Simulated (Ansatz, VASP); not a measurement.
# I2: VASP beside Ansatz

```
I
1.0
     9.00000    0.00000    0.00000
     0.00000   10.70000    0.00000
     0.00000    0.00000   11.80000
I
2
Direct
  0.50000 0.57145 0.39980
  0.50000 0.42855 0.60020
```

Alike in both runs: task relaxation of the atoms; functional PBE; dispersion D3(BJ); k mesh 1 × 1 × 1; occupations gaussian, width 0.01 eV; no spin polarisation.

|  | VASP | Ansatz |
| --- | --- | --- |
| version | VASP 6.6.1 | Ansatz 0.2.0 |
| potentials or method | VASP PAW PBE potentials, release 64 (I) | scalar-relativistic, plane waves, PAW |
| plane-wave cutoff (eV) | 520 | 420 |
| valence electrons in the cell | 14 | 34 |

VASP gave:

| Property | Result |
| --- | --- |
| gap on the k mesh at the Fermi level, each at its own relaxed structure (eV) | 1.83 |
| energy change over the relaxation (meV/atom) | -40 |

Q: What did Ansatz give for the same quantities?

A: gap on the k mesh at the Fermi level, each at its own relaxed structure (eV): 1.81; energy change over the relaxation (meV/atom): -39.

The two sets of potentials don't hold the same shells in valence.

Caveats: spin-orbit coupling is left out, which moves the levels of the heavy elements.
